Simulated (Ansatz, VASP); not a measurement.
One calculation of InSe, two programs

```
CELL_PARAMETERS angstrom
4.04733 0.00000 0.00000
-2.02366 3.50509 0.00000
0.00000 0.00000 18.05206
ATOMIC_POSITIONS crystal
In 0.33333 0.66667 0.07739
In 0.33333 0.66667 0.92261
In 0.00000 0.00000 0.42261
In 0.00000 0.00000 0.57739
Se 0.33333 0.66667 0.35298
Se 0.33333 0.66667 0.64702
Se 0.66667 0.33333 0.14700
Se 0.66667 0.33333 0.85300
```

Measurements of this composition are mostly on another form, of space group No. 160.

Alike in both runs: functional PBE; k mesh 8 × 8 × 2; occupations fermi-dirac, width 0.05 eV; no spin polarisation.

```csv
,VASP,Ansatz
version,VASP 6.6.1,Ansatz 0.2.0
potentials or method,"VASP PAW PBE potentials, release 64 (In_d, Se)",Ansatz PAW
plane-wave cutoff (eV),520,420
valence electrons in the cell,76,116
task,single point,band structure
```

VASP gave:

| Item | Value |
| --- | --- |
| gap on the k mesh at the Fermi level (eV) | 0.72 |
| least direct gap on the mesh (eV) | 0.72 |
| pressure (GPa) | 1.5 |
| rms of the force components (eV/Å) | 0.113 |

Which values does Ansatz return?

gap on the k mesh at the Fermi level (eV): 0.73; least direct gap on the mesh (eV): 0.73; pressure (GPa): 1.4; rms of the force components (eV/Å): 0.105.

Atom by atom the forces differ by 0.009 eV/Å (rms over components). The functional is the same, so the differences come from potentials, cutoffs and numerics. The two sets of potentials don't hold the same shells in valence.

Caveats: spin-orbit coupling is left out, which moves the levels of the heavy elements; this functional lacks dispersion, which binds the layers, so the pressure and a relaxed spacing across them are unreliable. A k mesh can miss the band edges.
